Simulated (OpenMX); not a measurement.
Write an ASE script for OpenMX 3.8.5 that does the following.

```yaml
Task: single point
Functional: PBE
Potentials_or_basis: OpenMX 2013 PBE set, Rh7.0-s3p2d2, grid cutoff 400 Ry
k_mesh: 9 × 9 × 9
Occupations: fermi-dirac, width 0.05 eV
Spin: no spin polarisation
Mixing_scheme: rmm-diisk
SCF_threshold: 1e-08 Ha
Solver: band
Max_SCF_cycles: 100
```

The structure of Rh lies in POSCAR:

```
Rh
1.0
    0.0000000000      1.8978500000      1.8978500000
    1.8978500000      0.0000000000      1.8978500000
    1.8978500000      1.8978500000      0.0000000000
Rh
1
Direct
    0.0000000000      0.0000000000      0.0000000000
```

These files were run (other wordings do the same):

run.py

```python
from ase.io import read
from ase.calculators.openmx import OpenMX

atoms = read('POSCAR')

def calculator():
    omx = OpenMX(
        label='Rh',
        command='openmx',
        nohup=True,
        xc='GGA-PBE',
        kpts=(9, 9, 9),
        system_currentdirectory='./',
        data_path='./DFT_DATA13',
        level_of_fileout=0,
        definition_of_atomic_species=[['Rh', 'Rh7.0-s3p2d2', 'Rh_PBE13']],
        atoms_speciesandcoordinates_unit='Ang',
        atoms_speciesandcoordinates=[['1', 'Rh', '0', '0', '0', 7.5, 7.5]],
        scf_spinpolarization='off',
        scf_electronictemperature=580.226,
        scf_energycutoff=400.0,
        scf_maxiter=100,
        scf_eigenvaluesolver='band',
        scf_mixing_type='rmm-diisk',
        scf_init_mixing_weight=0.05,
        scf_min_mixing_weight=0.001,
        scf_max_mixing_weight=0.3,
        scf_mixing_history=25,
        scf_mixing_startpulay=8,
        scf_criterion=1e-08,
    )
    return omx

atoms.calc = calculator()
print('stress_eV_A3', atoms.get_stress().round(8).tolist())
print('forces_eV_A', atoms.get_forces().round(6).tolist())
print('energy_eV', round(atoms.get_potential_energy(), 6))
```

Potentials or basis: OpenMX 2013 PBE set, Rh7.0-s3p2d2, grid cutoff 400 Ry.

Command:

```sh
$ python run.py > run.log
```

It gave:

| Item | Value |
| --- | --- |
| Pressure | 14.9 GPa |
| Band gap on the k mesh | none (metal or under the smearing width) |

Caveat: the basis of atomic orbitals isn't converged, which shifts pressures, moduli and gaps.

Run time: 100 s on 1 thread of Intel(R) Xeon(R) 6975P-C (Granite Rapids) (shared host), peak memory 0.48 GiB.
